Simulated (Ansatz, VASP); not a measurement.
# PtSe2: VASP beside Ansatz

The input INCAR:

```
SYSTEM = PtSe2
  ALGO = Normal
  EDIFF = 1E-7
  ENCUT = 520
  GGA = PE
  ISIF = 2
  ISMEAR = 0
  LASPH = .True.
  LCHARG = .False.
  LREAL = .False.
  LWAVE = .False.
  NBANDS = 18
  NELM = 60
  PREC = Accurate
  SIGMA = 0.15
```

Contents of KPOINTS:

```
k-points
0
Gamma
  12 12 10
  0 0 0
```

Contents of POSCAR:

```
PtSe2
1.0
    3.8357206227      0.0000000000      0.0000000000
   -1.9178603114      3.3218315011      0.0000000000
    0.0000000000      0.0000000000      5.0620000000
Pt Se
1 2
Direct
    0.0000000000      0.0000000000      0.0000000000
    0.3333333333      0.6666666667      0.2500000000
    0.6666666667      0.3333333333      0.7500000000
```

Input for Ansatz:

```yaml
crystal:
  lattice:
    - [3.8357206227, 0.0, 0.0]
    - [-1.9178603114, 3.3218315011, 0.0]
    - [0.0, 0.0, 5.062]
  atoms:
    - { symbol: Pt, position: [0.0, 0.0, 0.0] }
    - { symbol: Se, position: [0.3333333333, 0.6666666667, 0.25] }
    - { symbol: Se, position: [0.6666666667, 0.3333333333, 0.75] }
basis:
  ecutwfc: 420
kpoints:
  mp_grid: { grid: [12, 12, 10] }
hamiltonian:
  xc: pbe
scf:
  occupations: { method: gaussian, width: 0.15 }
output:
  forces: true
  stress: true
  eigenvalues: true
```

Change from the starting cell: strain +0.030 along x and y, +0.000 along z, atoms carried along.

Alike in both runs: task single point; functional PBE; k mesh 12 × 12 × 10; occupations gaussian, width 0.15 eV; no spin polarisation.

|  | VASP | Ansatz |
| --- | --- | --- |
| version | VASP 6.6.1 | Ansatz 0.2.0 |
| potentials or method | VASP PAW PBE potentials, release 64 (Pt, Se) | scalar-relativistic, plane waves, PAW |
| plane-wave cutoff (eV) | 520 | 420 |
| valence electrons in the cell | 22 | 50 |

Ansatz gave:

- gap on the k mesh at the Fermi level (eV): none
- pressure (GPa): -1.0
- largest component of the traceless stress (GPa): 1.54
- rms of the force components (eV/Å): 0.025

Task: Estimate VASP's values.

Result: gap on the k mesh at the Fermi level (eV): none; pressure (GPa): -1.0; largest component of the traceless stress (GPa): 1.53; rms of the force components (eV/Å): 0.024.

Atom by atom the forces differ by 0.001 eV/Å (rms over components). A gap of «none» marks a metal or a gap that the smearing closes. With one functional, cell and mesh, what is left measures potentials, basis and numerics. The two sets of potentials don't hold the same shells in valence.

Spin-orbit coupling is left out, which matters for the levels of Pt.
